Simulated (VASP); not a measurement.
## AlAu: equation of state with r2SCAN

AlAu:

```
CELL_PARAMETERS angstrom
3.17774 0.00000 0.00000
0.00000 3.17774 0.00000
0.00000 0.00000 3.17774
ATOMIC_POSITIONS crystal
Au 0.50000 0.50000 0.50000
Al 0.00000 0.00000 0.00000
```

The cell comes from a database or a generator and needn't be the stable form of this composition.

| Property | Result |
| --- | --- |
| Program | VASP 6.6.1 |
| Task | equation of state |
| Functional | r2SCAN |
| Potentials or basis | VASP PAW PBE potentials, release 64 (Au, Al) |
| Cutoff | 520 eV |
| k mesh | 8 × 8 × 8 |
| Occupations | fermi-dirac, width 0.05 eV |
| Spin | no spin polarisation |
| Ladder | gaps |
| Further INCAR settings | ALGO = Normal; EDIFF = 1e-07 |

| Item | Value |
| --- | --- |
| Equilibrium volume | 16.04 Å³/atom |
| Bulk modulus | 134 GPa |
| Pressure derivative of the bulk modulus | 5.6 (rough: it moves with the points fitted) |

Energy against volume, from the lowest point:
```csv
volume (Å³/atom),energy (meV/atom)
15.403,11.65
15.724,2.76
16.045,0.00
16.365,2.63
16.686,9.96
```

All runs of the series together: 2.3 min on 1 thread of AMD EPYC 9R45 (Zen 5) (shared host).

Caveat: the PAW data sets were made with another functional, which shifts forces and pressure a little. The run has no spin-orbit coupling, so splittings on Au are missing.
